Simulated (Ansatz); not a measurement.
## Elastic constants of CdS: input and output

Theory: DFT PBEsol, scalar-relativistic, plane waves, PAW (Ansatz 0.2.0).

Launched with:
```bash
ansatz run input.yaml --threads 1 --pin off --max-ram 4096MiB --backend cpu --events-out ev --progress --plain --runs-dir out
```

Input (bare energies are in eV):
```yaml
crystal:
  lattice:
    - [4.1244544826, 0.0, 0.0]
    - [-2.0622272413, 3.5718823587, 0.0]
    - [0.0, 0.0, 6.7081221885]
  atoms:
    - { symbol: Cd, position: [0.3333333333, 0.6666666667, -0.0007988238] }
    - { symbol: Cd, position: [0.6666666667, 0.3333333333, 0.4992011762] }
    - { symbol: S, position: [0.3333333333, 0.6666666667, 0.3757988238] }
    - { symbol: S, position: [0.6666666667, 0.3333333333, 0.8757988238] }
basis:
  ecutwfc: 420
kpoints:
  mp_grid: { grid: [6, 6, 4] }
hamiltonian:
  xc: pbesol
scf:
  occupations: { method: fixed }
output:
  forces: true
  stress: true
  eigenvalues: true
  polarization: {}
elastic:
  mode: relaxed_ion
  stencil: two_point
```

From the output:
```
--- Elastic constants: 3 strain directions × 2 members + reference (group order 12) ---
  dense FFT box of the reference and of every strained cell: 30×30×45
  strains applied: 11, 33, 23; error gains: componentwise 1.00 (the most a stress slope's error grows in a printed constant), spectral 1.41 (1 for all six strains in a standard setting)
  reference relaxed by the batch: 3 steps; max|allowed force component| 2.07e-4 eV/Å at the deck's positions, 1.23e-7 at the last accepted step, 1.09e-7 by the solve of record
  largest displacement 2.2e-5 Å; the constants are those of the deck's cell at these positions:
  atoms:
    - { symbol: Cd, position: [0.33333333333333326, 0.6666666666666665, -0.00080203264916721] }
    - { symbol: Cd, position: [0.6666666666666665, 0.33333333333333326, 0.4991979673508327] }
    - { symbol: S, position: [0.33333333333333326, 0.6666666666666665, 0.37580203264916723] }
    - { symbol: S, position: [0.6666666666666665, 0.33333333333333326, 0.8758020326491671] }
  C = ∂σ_k/∂η_j (tension-positive GPa; Voigt order 11 22 33 23 13 12):
        85.878     52.369     45.045     -0.000      0.000      0.000
        52.369     85.878     45.045     -0.000      0.000     -0.000
        45.049     45.049     94.685     -0.000      0.000     -0.000
         0.000     -0.000      0.000     15.073      0.000      0.000
        -0.000      0.000     -0.000      0.000     15.073      0.000
        -0.000      0.000      0.000     -0.000      0.000     16.754
  reference stress σ⁰ (GPa):     -0.001     -0.001     -0.006      0.000     -0.000      0.000
  C* (energy form; C + prestress term) asymmetry max|C*_kj − C*_jk| = 3.353e-4 GPa — a small one proves nothing (zero by symmetry where the batch's group is 432, −43m or m−3m); a large one is finite-difference/SCF noise where every solve ...
  moduli (Voigt/Reuss/Hill, GPa): K = 61.26/61.26/61.26   G = 17.65/17.08/17.36   E = 47.59   ν = 0.371
  mechanically stable: yes (min eigenvalue of sym C = 15.07 GPa)
  e, the proper piezoelectric tensor (elastic.mode: relaxed_ion; C/m²; rows x y z; Voigt order 11 22 33 23 13 12):
       0.00000   -0.00000    0.00000   -0.00000   -0.17112    0.00000
      -0.00000    0.00000    0.00000   -0.17112    0.00000    0.00000
      -0.22761   -0.22761    0.40706   -0.00000    0.00000    0.00000
  ±, each entry's uncertainty from the finite density of the strings (C/m²), an estimate: the size of the correction for it that the entry includes:
       0.00000    0.00000    0.00000    0.00000    0.00408    0.00000
       0.00000    0.00000    0.00000    0.00408    0.00000    0.00000
       0.00538    0.00538    0.00301    0.00000    0.00000    0.00000
  the group's symmetry takes up to 9.3e-8 C/m² out of the measured responses: error of the strings' finite density and of the mesh across them, as far as it breaks the symmetry (raise kpoints.mp_grid and any string_points); the largest step ...
  strain η (Voigt 11):  stress-route row diagonal C_11 = 85.88 GPa, energy-path curvature d²(F+E_count+ΔE)/dδ²/Ω₀ = 85.87 GPa
         δ    σ_11 (GPa) F (eV) n_scf n_hpsi n_pw
    -2.000e-3      -0.1733      -18140.4502919       6   15755   1955   relax 4 steps, max|allowed force component| 2.14e-5 eV/Å
     2.000e-3       0.1702      -18140.4503029       6   15745   1959   relax 4 steps, max|allowed force component| 1.99e-5 eV/Å
  strain η (Voigt 33):  stress-route row diagonal C_33 = 94.68 GPa, energy-path curvature d²(F+E_count+ΔE)/dδ²/Ω₀ = 94.66 GPa
         δ    σ_33 (GPa) F (eV) n_scf n_hpsi n_pw
    -2.000e-3      -0.1954      -18140.4502770       6    8440   1959   relax 3 steps, max|allowed force component| 4.71e-5 eV/Å
     2.000e-3       0.1834      -18140.4502957       6    8563   1965   relax 3 steps, max|allowed force component| 4.55e-5 eV/Å
  strain η (Voigt 23):  stress-route row diagonal C_44 = 15.07 GPa, energy-path curvature d²(F+E_count+ΔE)/dδ²/Ω₀ = 15.06 GPa
         δ    σ_23 (GPa) F (eV) n_scf n_hpsi n_pw
    -2.000e-3      -0.0301      -18140.4503857      10   24790   1961   relax 3 steps, max|allowed force component| 9.49e-6 eV/Å
     2.000e-3       0.0301      -18140.4503857      10   24756   1961   relax 3 steps, max|allowed force component| 9.49e-6 eV/Å
--- Formal polarisation (Berry phase): one branch of a lattice of values; only differences between neighbouring runs are physical ---
  axis mesh electronic ionic p = total spread (rad) least overlap resolved gap  δp at fixed H ≤   (phases in cycles; p mod 2; gap in eV; gap and δp judge the states as solved, not the mesh's step, its ...
  b1    6×6×4           0.00000000    26.00000000    26.00000000      0.000000         0.8263        1.0926           5.5e-6
  b2    6×6×4           0.00000000    26.00000000    26.00000000      0.000000         0.8263        1.0926           5.5e-6
  b3    6×6×4          -0.98667159    17.47754309    16.49087149      0.187198         0.8471        1.0926           3.9e-6
  quantum along a1:   0.08347028 e/Å² =   133.734137 µC/cm²
  quantum along a2:   0.08347028 e/Å² =   133.734137 µC/cm²
  quantum along a3:   0.13575828 e/Å² =   217.508747 µC/cm²
  P = (  0.54255684,   0.93973601,   1.11938619) e/Å² = (  869.271887,  1505.623074,  1793.454402) µC/cm²  (mod the quanta)
```

The run took 5.5 min on 1 thread of Arm Neoverse V1, with other jobs on the host, peak memory 0.45 GiB.